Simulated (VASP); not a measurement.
# Y (Fm-3m) in VASP: notebook

Aim: see how the results for Y move with the level of theory and the settings. Levels: PBE, r2SCAN. Tasks: single point.

Everything below comes from runs of VASP 6.6.1. Logs are shortened: lines on timing, memory, paths and dates and some standing lists are left out, and cuts for length are marked.

## 1. The crystal as given

The structure is cubic, space group Fm-3m (No. 225). Conventional cell: a = 5.096 Å, b = 5.096 Å, c = 5.096 Å, α = 90.00°, β = 90.00°, γ = 90.00°. Y (site symmetry m-3m) is surrounded by 12 Y at 3.60 Å.

The cell was built by a generator and needn't be a form met in nature.

## 2. Single point, PBE

File INCAR:

```
PREC = Accurate ; ENCUT = 520
EDIFF = 1E-6 ; ISMEAR = 0
SIGMA = 0.05 ; LREAL = F
LASPH = T ; NELM = 80
ALGO = Fast ; ISIF = 2
LWAVE = F ; LCHARG = F
GGA = PE ; NBANDS = 12
```

File KPOINTS:

```
Automatic mesh
0
Gamma
  6 6 6
```

File POSCAR:

```
Y
1.0
    0.0000000000      2.5478579987      2.5478579987
    2.5478579987      0.0000000000      2.5478579987
    2.5478579987      2.5478579987      0.0000000000
Y
1
Direct
    0.0000000000      0.0000000000      0.0000000000
```

Potentials or basis: VASP PAW PBE potentials, release 64 (Y_sv).

Run with:

```bash
$ cat potpaw_PBE.64/Y_sv/POTCAR > POTCAR
$ mpirun -np 1 vasp_std > vasp.out
```

OUTCAR:

```text
PREC = Accurate
   ENCUT = 520
   EDIFF = 1E-6
   ISMEAR = 0
   LREAL = F
   LASPH = T
   NELM = 80
   ISIF = 2
   GGA = PE

 ion  position               nearest neighbor table
   1  0.000  0.000  0.000-

  LATTYP: Found a face centered cubic cell.
 ALAT       =     5.0957159974

  Lattice vectors:

 A1 = (   0.0000000000,   2.5478579987,   2.5478579987)
 A2 = (   2.5478579987,   0.0000000000,   2.5478579987)
 A3 = (   2.5478579987,   2.5478579987,   0.0000000000)

Analysis of symmetry for initial positions (statically):
=====================================================================
 Subroutine PRICEL returns:
 Original cell was already a primitive cell.

 Routine SETGRP: Setting up the symmetry group for a
 face centered cubic supercell.

 Subroutine GETGRP returns: Found 48 space group operations
 (whereof 48 operations were pure point group operations)
 out of a pool of 48 trial point group operations.

The static configuration has the point symmetry O_h .

Analysis of symmetry for dynamics (positions and initial velocities):
=====================================================================
 Subroutine PRICEL returns:
 Original cell was already a primitive cell.

 Routine SETGRP: Setting up the symmetry group for a
 face centered cubic supercell.

 Subroutine GETGRP returns: Found 48 space group operations
 (whereof 48 operations were pure point group operations)
 out of a pool of 48 trial point group operations.

The dynamic configuration has the point symmetry O_h .

 Subroutine INISYM returns: Found 48 space group operations
 (whereof 48 operations are pure point group operations),
 and found     1 'primitive' translations

----------------------------------------------------------------------------------------

                                     Primitive cell

  volume of cell :      33.0792

  direct lattice vectors                    reciprocal lattice vectors
     0.000000000  2.547857999  2.547857999    -0.196243276  0.196243276  0.196243276
     2.547857999  0.000000000  2.547857999     0.196243276 -0.196243276  0.196243276
     2.547857999  2.547857999  0.000000000     0.196243276  0.196243276 -0.196243276

  length of vectors
     3.603215337  3.603215337  3.603215337     0.339903324  0.339903324  0.339903324

  position of ions in fractional coordinates (direct lattice)
     0.000000000  0.000000000  0.000000000

  ion indices of the primitive-cell ions
   primitive index   ion index
                 1           1

----------------------------------------------------------------------------------------

 KPOINTS: Automatic mesh

Automatic generation of k-mesh.
 Grid dimensions read from file:
 generate k-points for:    6    6    6

 Generating k-lattice:

  Cartesian coordinates                     Fractional coordinates (reciprocal lattice)
    -0.032707213  0.032707213  0.032707213     0.166666667  0.000000000  0.000000000
     0.032707213 -0.032707213  0.032707213     0.000000000  0.166666667  0.000000000
     0.032707213  0.032707213 -0.032707213     0.000000000  0.000000000  0.166666667

  Length of vectors
     0.056650554  0.056650554  0.056650554

  Shift w.r.t. Gamma in fractional coordinates (k-lattice)
     0.000000000  0.000000000  0.000000000

 Subroutine IBZKPT returns following result:
 ===========================================

 Found     16 irreducible k-points:

 Following reciprocal coordinates:
            Coordinates               Weight
  0.000000  0.000000  0.000000      1.000000
  0.166667  0.000000  0.000000      8.000000
  0.333333  0.000000  0.000000      8.000000
  0.500000  0.000000  0.000000      4.000000
  0.166667  0.166667  0.000000      6.000000
  0.333333  0.166667  0.000000     24.000000
[... 8 lines left out ...]
 -0.333333  0.333333  0.166667     24.000000
 -0.333333  0.500000  0.166667     12.000000
   k-points           NKPTS =     16   k-points in BZ     NKDIM =     16   number of bands    NBANDS=     12
   number of dos      NEDOS =    301   number of ions     NIONS =      1
   total plane-waves  NPLWV =  21952
   dimension x,y,z NGX =    28 NGY =   28 NGZ =   28
   dimension x,y,z NGXF=    56 NGYF=   56 NGZF=   56
   ions per type =               1
   NGX,Y,Z   is equivalent  to a cutoff of  12.92, 12.92, 12.92 a.u.
   NGXF,Y,Z  is equivalent  to a cutoff of  25.84, 25.84, 25.84 a.u.
 SYSTEM =  unknown system
   PREC   = accura    normal or accurate (medium, high low for compatibility)
   ISTART =      0    job   : 0-new  1-cont  2-samecut
   ICHARG =      2    charge: 1-file 2-atom 10-const
   ISPIN  =      1    spin polarized calculation?
   LNONCOLLINEAR =      F non collinear calculations
   LSORBIT =      F    spin-orbit coupling
   LASPH  =      T    aspherical Exc in radial PAW
   ENCUT  =  520.0 eV  38.22 Ry    6.18 a.u.   6.70  6.70  6.70*2*pi/ulx,y,z
   NELM   =     80;   NELMIN=  2; NELMDL= -5     # of ELM steps
   EDIFF  = 0.1E-05   stopping-criterion for ELM
   LREAL  =      F    real-space projection
   EDIFFG = 0.1E-04   stopping-criterion for IOM
   NSW    =      0    number of steps for IOM
   IBRION =     -1    ionic relax: 0-MD 1-quasi-New 2-CG
   NFREE  =      0    steps in history (QN), initial steepest desc. (CG)
   ISIF   =      2    stress and relaxation
   ISYM   =      2    0-nonsym 1-usesym 2-fastsym
   POTIM  = 0.5000    time-step for ionic-motion
   TEBEG  =    0.0;   TEEND  =   0.0 temperature during run
   PSTRESS=    0.0 pullay stress
   NELECT =      11.0000    total number of electrons
   NUPDOWN=      -1.0000    fix difference up-down
   EMIN   =  10.00;   EMAX   =-10.00  energy-range for DOS
   EFERMI =   0.00;   METHOD = LEGACY
   ISMEAR =     0;   SIGMA  =   0.05  broadening in eV -4-tet -1-fermi 0-gaus
   EFERMI_NEDOS =   21; number of points for ismear=-14 and -15
   IALGO  =     68    algorithm
   IMIX   =      4    mixing-type and parameters
     AMIX     =   0.40;   BMIX     =  1.00
     AMIX_MAG =   1.60;   BMIX_MAG =  1.00
  volume/ion in A,a.u.               =      33.08       223.23
  Fermi-wavevector in a.u.,A,eV,Ry     =   1.134194  2.143315 17.502467  1.286395
  Thomas-Fermi vector in A             =   2.270897
   LORBIT       =      0    0 simple, 1 ext, 2 COOP (PROOUT), +10 PAW based schemes
   GGA     = PE    functional components
   LHFCALC =     F    Hartree Fock is set to
   AEXX    =    0.0000 exact exchange contribution
   IVDW    =     0    specifies the selected vdW correction
   LEPSILON=     F    determine dielectric tensor
   LRPA    =     F    only Hartree local field effects (RPA)
 non-spin polarized calculation
 RMM-DIIS sequential band-by-band and
 Gauss-broadening in eV      SIGMA  =   0.05
  energy-cutoff  :      520.00
  volume of cell :       33.08
 maximum number of plane-waves:       911
   NGX = 13   NGY = 13   NGZ = 13

 number of electron      11.0000001 magnetization

 Free energy of the ion-electron system (eV)
  ---------------------------------------------------
  ext. energy  EPLUGINS =         0.00000000
  ---------------------------------------------------
  free energy    TOTEN  =        -6.41037225 eV

  energy without entropy =       -6.40608783  energy(sigma->0) =       -6.40823004

 E-fermi :   3.0289     XC(G=0):  -9.3946

 val. band max:        2.9902620613   @ k =   0.5000   0.3333   0.1667
 cond. band min:       3.0514097504   @ k =   0.5000   0.1667   0.0000
 fundamental gap:      0.0611476891
 Fermi energy:         3.0289039827

 k-point     1 :       0.0000    0.0000    0.0000
  band No.  band energies     occupation
      1     -39.6886      2.00000
      2     -19.3983      2.00000
      3     -19.3983      2.00000
      4     -19.3983      2.00000
      5      -1.7128      2.00000
      6       4.7961      0.00000
      7       4.7961      0.00000
      8       4.7961      0.00000
      9       6.7626      0.00000
     10       6.7626      0.00000
     11      11.9460      0.00000
     12      15.1574      0.00000

 k-point     2 :       0.1667    0.0000    0.0000
  band No.  band energies     occupation
      1     -39.6735      2.00000
      2     -19.5378      2.00000
      3     -19.4161      2.00000
      4     -19.4161      2.00000
      5      -1.0621      2.00000
      6       4.1752      0.00000
      7       5.0316      0.00000
      8       5.0316      0.00000
      9       6.5592      0.00000
     10       6.5592      0.00000
     11      12.8917      0.00000
     12      13.6374      0.00000

 k-point     3 :       0.3333    0.0000    0.0000
  band No.  band energies     occupation
      1     -39.6432      2.00000
      2     -19.8056      2.00000
      3     -19.4515      2.00000
      4     -19.4515      2.00000
      5       0.3773      2.00000
      6       3.4863      0.00000
      7       4.8677      0.00000
      8       4.8677      0.00000
      9       7.2893      0.00000
     10       7.2893      0.00000
     11      11.2843      0.00000
     12      13.4247      0.00000
[... 166 lines left out ...]
 k-point    15 :      -0.3333    0.3333    0.1667
  band No.  band energies     occupation
      1     -39.6131      2.00000
      2     -19.8135      2.00000
      3     -19.6794      2.00000
      4     -19.5459      2.00000
      5       2.5539      2.00000
      6       2.5574      2.00000
      7       3.5520      0.00000
      8       5.7613      0.00000
      9       7.7687      0.00000
     10       9.6630      0.00000
     11       9.8077      0.00000
     12      12.8443      0.00000

 k-point    16 :      -0.3333    0.5000    0.1667
  band No.  band energies     occupation
      1     -39.6081      2.00000
      2     -19.8245      2.00000
      3     -19.6693      2.00000
      4     -19.5953      2.00000
      5       1.9701      2.00000
      6       2.6872      2.00000
      7       3.9900      0.00000
      8       6.2320      0.00000
      9       8.5895      0.00000
     10       9.6891      0.00000
     11      10.4546      0.00000
     12      10.6523      0.00000

------------------------ aborting loop because EDIFF is reached ----------------------------------------

  FORCE on cell =-STRESS in cart. coord.  units (eV):
  Direction    XX          YY          ZZ          XY          YZ          ZX
  --------------------------------------------------------------------------------------
  -------------------------------------------------------------------------------------
  Total       -0.2042246     -0.2042246     -0.2042246      0.0000000     -0.0000000     -0.0000000
  in kB       -9.8915212     -9.8915212     -9.8915212      0.0000000     -0.0000000     -0.0000000
  external PRESSURE =      -9.8915212 kB  Pullay stress =       0.0000000 kB

 VOLUME and BASIS-vectors are now :
 -----------------------------------------------------------------------------
  energy-cutoff  :      520.00
  volume of cell :       33.08
      direct lattice vectors                 reciprocal lattice vectors
     0.000000000  2.547857999  2.547857999    -0.196243276  0.196243276  0.196243276
     2.547857999  0.000000000  2.547857999     0.196243276 -0.196243276  0.196243276
     2.547857999  2.547857999  0.000000000     0.196243276  0.196243276 -0.196243276

 POSITION                                       TOTAL-FORCE (eV/Angst)
 -----------------------------------------------------------------------------------
      0.00000      0.00000      0.00000        -0.000000     -0.000000     -0.000000
 -----------------------------------------------------------------------------------
    total drift:                               -0.000000     -0.000000     -0.000000

  FREE ENERGIE OF THE ION-ELECTRON SYSTEM (eV)
  ---------------------------------------------------
  free  energy   TOTEN  =        -6.4103722460 eV

  energy  without entropy=       -6.4060878262  energy(sigma->0) =       -6.40823004
```

It took 7.6 s on 1 thread of Intel Xeon 6975P-C (Granite Rapids), shared host; peak memory 0.17 GiB.

Results:

```yaml
Free_energy: -6.4104 eV
Pressure: -1.0 GPa
Band_gap_on_the_k_mesh: none (metal or under the smearing width)
```

## 3. Single point, r2SCAN

This run uses another cell than the first one, of 33.22 Å³/atom, 1.004 times its volume.

File INCAR:

```
SYSTEM = Y
PREC = Accurate ; ENCUT = 520
EDIFF = 1E-7 ; ISMEAR = 0
SIGMA = 0.05 ; LREAL = .FALSE.
LASPH = .TRUE. ; NELM = 80
ALGO = Normal ; ISIF = 2
LWAVE = .FALSE. ; LCHARG = .FALSE.
METAGGA = R2SCAN ; LMIXTAU = .TRUE.
NBANDS = 12
```

File KPOINTS:

```
Automatic mesh
0
G
  14 14 14
  0 0 0
```

File POSCAR:

```
Y
1.0
    0.0000000000      2.5514438835      2.5514438835
    2.5514438835      0.0000000000      2.5514438835
    2.5514438835      2.5514438835      0.0000000000
Y
1
Direct
    0.0000000000      0.0000000000      0.0000000000
```

Potentials or basis: VASP PAW PBE potentials, release 64 (Y_sv).

Run with:

```bash
$ cat potpaw_PBE.64/Y_sv/POTCAR > POTCAR
$ mpirun -np 1 vasp_std > vasp.out
```

OUTCAR:

```text
SYSTEM = Y
   PREC = Accurate
   ENCUT = 520
   EDIFF = 1E-7
   ISMEAR = 0
   LREAL = .FALSE.
   LASPH = .TRUE.
   NELM = 80
   ISIF = 2
   METAGGA = R2SCAN

 ion  position               nearest neighbor table
   1  0.000  0.000  0.000-

  LATTYP: Found a face centered cubic cell.
 ALAT       =     5.1028877670

  Lattice vectors:

 A1 = (   0.0000000000,   2.5514438835,   2.5514438835)
 A2 = (   2.5514438835,   0.0000000000,   2.5514438835)
 A3 = (   2.5514438835,   2.5514438835,   0.0000000000)

Analysis of symmetry for initial positions (statically):
=====================================================================
 Subroutine PRICEL returns:
 Original cell was already a primitive cell.

 Routine SETGRP: Setting up the symmetry group for a
 face centered cubic supercell.

 Subroutine GETGRP returns: Found 48 space group operations
 (whereof 48 operations were pure point group operations)
 out of a pool of 48 trial point group operations.

The static configuration has the point symmetry O_h .

Analysis of symmetry for dynamics (positions and initial velocities):
=====================================================================
 Subroutine PRICEL returns:
 Original cell was already a primitive cell.

 Routine SETGRP: Setting up the symmetry group for a
 face centered cubic supercell.

 Subroutine GETGRP returns: Found 48 space group operations
 (whereof 48 operations were pure point group operations)
 out of a pool of 48 trial point group operations.

The dynamic configuration has the point symmetry O_h .

 Subroutine INISYM returns: Found 48 space group operations
 (whereof 48 operations are pure point group operations),
 and found     1 'primitive' translations

[... 109 lines left out ...]
   IALGO  =     38    algorithm
   IMIX   =      4    mixing-type and parameters
     AMIX     =   0.40;   BMIX     =  1.00
     AMIX_MAG =   1.60;   BMIX_MAG =  1.00
  volume/ion in A,a.u.               =      33.22       224.17
  Fermi-wavevector in a.u.,A,eV,Ry     =   1.132600  2.140303 17.453304  1.282782
  Thomas-Fermi vector in A             =   2.269301
   LORBIT       =      0    0 simple, 1 ext, 2 COOP (PROOUT), +10 PAW based schemes
   METAGGA = R2SCAN    functional components
   LHFCALC =     F    Hartree Fock is set to
   AEXX    =    0.0000 exact exchange contribution
   IVDW    =     0    specifies the selected vdW correction
   LEPSILON=     F    determine dielectric tensor
   LRPA    =     F    only Hartree local field effects (RPA)
 non-spin polarized calculation
 Gauss-broadening in eV      SIGMA  =   0.05
  energy-cutoff  :      520.00
  volume of cell :       33.22
 maximum number of plane-waves:       934
   NGX = 13   NGY = 13   NGZ = 13

 number of electron      11.0000001 magnetization

 Free energy of the ion-electron system (eV)
  ---------------------------------------------------
  ext. energy  EPLUGINS =         0.00000000
  ---------------------------------------------------
  free energy    TOTEN  =       -20.22416712 eV

  energy without entropy =      -20.22235738  energy(sigma->0) =      -20.22326225

 E-fermi :   3.0564     XC(G=0): -10.0321

 val. band max:        3.0348370820   @ k =  -0.3571   0.2143   0.0000
 cond. band min:       3.0619033815   @ k =   0.2857   0.2857   0.0000
 fundamental gap:      0.0270662995
 Fermi energy:         3.0563755725

 k-point     1 :       0.0000    0.0000    0.0000
  band No.  band energies     occupation
      1     -41.1958      2.00000
      2     -20.2420      2.00000
      3     -20.2420      2.00000
      4     -20.2420      2.00000
      5      -1.9329      2.00000
      6       5.0646      0.00000
      7       5.0646      0.00000
      8       5.0646      0.00000
      9       7.1519      0.00000
     10       7.1519      0.00000
     11      12.3012      0.00000
     12      15.7716      0.00000
[... 331 lines left out ...]
 k-point    24 :       0.2857    0.1429    0.0000
  band No.  band energies     occupation
      1     -41.1572      2.00000
      2     -20.5240      2.00000
      3     -20.3162      2.00000
      4     -20.3107      2.00000
      5      -0.2569      2.00000
      6       3.6027      0.00000
      7       5.0421      0.00000
      8       5.6946      0.00000
      9       6.4934      0.00000
     10       7.7370      0.00000
     11      13.4920      0.00000
     12      15.2531      0.00000

 [... further k-points ...]
[... 5 lines left out ...]
  --------------------------------------------------------------------------------------
  -------------------------------------------------------------------------------------
  Total        0.0081026      0.0081026      0.0081026      0.0000000     -0.0000000      0.0000000
  in kB        0.3907925      0.3907925      0.3907925      0.0000000     -0.0000000      0.0000000
  external PRESSURE =       0.3907925 kB  Pullay stress =       0.0000000 kB

 VOLUME and BASIS-vectors are now :
 -----------------------------------------------------------------------------
  energy-cutoff  :      520.00
  volume of cell :       33.22
      direct lattice vectors                 reciprocal lattice vectors
     0.000000000  2.551443884  2.551443884    -0.195967469  0.195967469  0.195967469
     2.551443884  0.000000000  2.551443884     0.195967469 -0.195967469  0.195967469
     2.551443884  2.551443884  0.000000000     0.195967469  0.195967469 -0.195967469

 POSITION                                       TOTAL-FORCE (eV/Angst)
 -----------------------------------------------------------------------------------
      0.00000      0.00000      0.00000         0.000000      0.000000      0.000000
 -----------------------------------------------------------------------------------
    total drift:                               -0.000000     -0.000000     -0.000000

  FREE ENERGIE OF THE ION-ELECTRON SYSTEM (eV)
  ---------------------------------------------------
  free  energy   TOTEN  =       -20.2241671240 eV

  energy  without entropy=      -20.2223573805  energy(sigma->0) =      -20.22326225
```

stdout:

```text
POSCAR found type information on POSCAR Y
 POSCAR found :  1 types and       1 ions
 scaLAPACK will be used
 -----------------------------------------------------------------------------
|                                                                             |
|                                                                             |
|     You enforced a specific xc type in the INCAR file but a different       |
|     I HOPE YOU KNOW WHAT YOU ARE DOING!                                     |
|                                                                             |
 -----------------------------------------------------------------------------

 LDA part: xc-table for (None), standard interpolation
 POSCAR, INCAR and KPOINTS ok, starting setup
 FFT: planning ... GRIDC
 FFT: planning ... GRID_SOFT
 FFT: planning ... GRID
 WAVECAR not read
 entering main loop
```

It took 2.1 min on 1 thread of Intel Xeon 6975P-C (Granite Rapids), shared host; peak memory 0.21 GiB.

Results:

```
Free energy            : -20.2242 eV
Pressure               : 0.0 GPa
Band gap on the k mesh : none (metal or under the smearing width)
```

Caveat: the PAW data sets were made with another functional, which shifts forces and pressure a little.
